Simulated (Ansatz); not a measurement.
**Two Ansatz runs on Ir**

The cell was built from the hcp type and relaxed in the same program; it needn't be a known or the stable phase. The listed cell was then made from it by scaling, straining or moving an atom.

First run: DFT, PBE, PAW with Ansatz's default frozen-core files, scalar-relativistic (Ansatz 0.2.0).

Command: `ansatz run input.yaml --threads 1 --pin off --max-ram 2048MiB --backend cpu --events-out ev --progress --plain --runs-dir out` The run took 9.5 s on 1 thread of Arm Neoverse N1 (shared host), peak memory 0.38 GiB.

```yaml
crystal:
  lattice:
    - [2.7207989171, 0.0, 0.0]
    - [-1.3603994585, 2.3562809808, 0.0]
    - [0.0, 0.0, 4.406692299]
  atoms:
    - { symbol: Ir, position: [0.3333333333, 0.6666666667, 0.25] }
    - { symbol: Ir, position: [0.6666666667, 0.3333333333, 0.75] }
kpoints:
  mp_grid: { grid: [15, 15, 8] }
scf:
  occupations: { method: fermi_dirac, width: 0.03 }
hamiltonian:
  xc: pbe
  pseudopotentials: { kind: paw }
output:
  forces: true
  stress: true
  eigenvalues: true
  efg: { contact_densities: true }
  write_density: true
  write_potential: true
  elf: true
  volumetric_format: npy
```

Result: converged; pressure 11.33 GPa; no gap on the k mesh; 6 SCF iterations.

Spin–orbit coupling is left out, though it moves levels of the heavy atoms by tenths of an eV or more.

The input is then changed:

```diff
@@ -11,7 +11,9 @@
 scf:
   occupations: { method: fermi_dirac, width: 0.03 }
+  eigensolver: { kind: davidson }
 hamiltonian:
   xc: pbe
   pseudopotentials: { kind: paw }
+  hubbard: { sites: [{ species: Ir, l: d, u_eff: 4.0 }], double_counting: fll }
 output:
   forces: true
@@ -19,7 +21,3 @@
   eigenvalues: true
   efg: { contact_densities: true }
-  write_density: true
-  write_potential: true
-  elf: true
-  volumetric_format: npy
```

**Question.** What does the second run give?

**Answer.** It converged; pressure 9.57 GPa; no gap on the k mesh; 7 SCF iterations.

The results part of its log:

```
SCF 1 converged in 7 iterations: F = -23863.804450 eV  dr2 = 2.49e-9
  Residual-converged pass: ⟨swp⟩=2.1  Hψ=5117  notcnv=0  max |occ|·‖R‖ = 6.6e-6 eV (tolerance 6.7e-6 eV)  dr2=2.48e-9  dr2_onsite=1.42e-9  max |Δocc| = 1.8e-10
  greatest PAW one-centre occupation: 1.000 electrons in one spin orbital (limit 2), on the Ir atom at site 1 (counted from 0), in its partial waves of l = 0
SCF converged after 7 iterations
Free energy (F): -23863.804450 eV
Harris-Foulkes:  -23863.804450 eV  (|F-HF|=8.00e-11)
Internal energy: -23863.797815 eV  (E = F + TS)
E sigma→0 (E₀):  -23863.801133 eV
Entropy (-TS):   -0.006635 eV (-3.318 meV/atom)
Fermi energy:    25.044902 eV
--- Per-component energies (eV) ---
  E_band       = -174.804493
  E_kinetic    = 1251.896716
  E_local      = -2136.050522  (includes V_loc(G=0)·N_el)
  E_nonlocal   = 146.598231
  E_hartree    = 824.101223
  E_xc         = -536.997873
  E_vxc        = -601.588826  (∫ρ·V_xc dr)
  E_hubbard    = 6.522836  (on-site DFT+U / exact-exchange correction)
  E_vhub       = -18.742301  (the Hubbard potential's part of the band-sum identity)
  E_paw        = -18447.870697  (= ΣΔE_a)
  E_vpaw       = -465.119495  (= ΣTr[D̂ρ^β])
  E_aug_tail   = 0.000108  (compensation charges beyond the density's cutoff)
  E_ewald      = -4971.997836
  E_smearing   = -0.006635  (= −TS)
  E_closure    = 0.000000  (closes the sum)
  Σ components = -23863.804450   (vs F -23863.804450, Δ=0.00e0)
--- Forces (eV/Å), atoms counted from 1 ---
  atom   1  Ir    -0.00000000    -0.00000000     0.00000000
  atom   2  Ir     0.00000000     0.00000000     0.00000000
  max |Σ_I F_I| component: 9.25e-18 eV/Å
--- Stress (GPa, compression-positive) ---
        9.598716      -0.000000       0.000000
       -0.000000       9.598716       0.000000
        0.000000       0.000000       9.520766
  P = ⅓ Tr σ = 9.5727 GPa (95.727 kbar)
--- PAW observables at the nuclei: V_zz in 10²¹ V/m², potentials from the cell's mean, atoms counted from 1 ---
  atom   1  Ir V_zz =    +3.030520   η = 0.0000   by run symmetry: allowed
            electrostatic potential = -15798.762221 V   contact ρ = 11166054.946735 e/Å³
  atom   2  Ir V_zz =    +3.030520   η = 0.0000   by run symmetry: allowed
            electrostatic potential = -15798.762221 V   contact ρ = 11166054.946735 e/Å³
--- Band table (eV; the first three rows and the last of 135) ---
  k-point 0: bands = ["-66.6724", "-66.6174", "-24.0328", "-23.3008", "-23.3008", "-23.2105", "-23.1818", "-23.1818", "14.7448", "16.9644", "21.0693", "21.0756", "21.0756", "21.7541", "21.7541", "22.5451", "22.5451", "25.1702", "25.2580", "25.2580", "33.0425"]
  k-point 1: bands = ["-66.6697", "-66.6187", "-24.0030", "-23.2963", "-23.2963", "-23.2434", "-23.1864", "-23.1864", "14.9230", "17.0093", "20.9846", "20.9942", "20.9942", "21.6590", "21.6590", "22.7684", "22.7684", "24.4302", "25.2551", "25.2551", "34.0020"]
  k-point 2: bands = ["-66.6624", "-66.6230", "-23.9177", "-23.3364", "-23.2835", "-23.2835", "-23.1994", "-23.1994", "15.4271", "17.1065", "20.7782", "20.8750", "20.8750", "21.4257", "21.4257", "22.9593", "23.2913", "23.2913", "25.1868", "25.1868", "36.1405"]
  k-point 134: bands = ["-66.5951", "-66.5951", "-23.8520", "-23.8520", "-23.6707", "-23.6707", "-23.3520", "-23.3520", "18.6619", "18.6619", "19.4243", "19.4243", "20.8103", "20.8103", "22.5363", "22.5363", "25.3738", "25.3738", "33.1887", "33.1887", "33.8256"]
Occupation matrices written to <dir>
```
